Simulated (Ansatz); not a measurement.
Wanted: the native input for an Ansatz 0.2.0 run.

| Quantity | Value |
| --- | --- |
| Task | band structure |
| Functional | PBEsol |
| Potentials or basis | all-electron LAPW, relativistic spinors |
| Cutoff | 245 eV (chosen from the basis error) |
| Basis error allowed | 0.001 eV/atom |
| k mesh | 8 × 8 × 4 |
| Occupations | fermi-dirac, width 0.05 eV |
| Spin | spin-orbit coupling, no magnetisation |

Au:

```
Au
1.0
     2.90000    0.00000    0.00000
    -1.45000    2.51147    0.00000
     0.00000    0.00000    4.88000
Au
2
Direct
  0.66667 0.33333 0.25000
  0.33333 0.66667 0.75000
```

This isn't the form of Au at room conditions, which is fcc.

These files were run (other wordings do the same):

input.yaml

```yaml
crystal:
  lattice:
    - [2.9, 0.0, 0.0]
    - [-1.45, 2.511473671, 0.0]
    - [0.0, 0.0, 4.88]
  atoms:
    - { symbol: Au, position: [0.6666666667, 0.3333333333, 0.25] }
    - { symbol: Au, position: [0.3333333333, 0.6666666667, 0.75] }
kpoints:
  mp_grid: { grid: [8, 8, 4] }
  band_path:
    path:
      - [0.0, 0.0, 0.0]
      - [0.5, 0.0, 0.0]
      - [0.3333333333, 0.3333333333, 0.0]
      - [0.0, 0.0, 0.0]
      - [0.0, 0.0, 0.5]
      - [0.5, 0.0, 0.5]
      - [0.3333333333, 0.3333333333, 0.5]
      - [0.0, 0.0, 0.5]
    npoints: 10
scf:
  occupations: { method: fermi_dirac, width: 0.05 }
hamiltonian:
  xc: pbesol
  pseudopotentials: { kind: all_electron, lapw: { basis_error: 0.001 } }
magnetization:
  noncollinear: true
  spin_orbit: true
output:
  forces: true
  stress: true
  eigenvalues: true
```

Potentials or basis: all-electron LAPW, relativistic spinors.

Run with:

```bash
$ ansatz run input.yaml --threads 1 --pin off --max-ram 3072MiB --backend cpu --events-out ev --progress --plain --runs-dir out
```

Results of the run:

```yaml
Pressure: -7.5 GPa
Band_gap_along_the_path: none (metal or under the smearing width)
```

Caveat: the k mesh is thin for a metal, which can move the energy by tens of meV per atom.

Wall time 8.4 min on 1 thread of AMD EPYC (Zen 3), with other jobs on the host, peak memory 0.76 GiB.
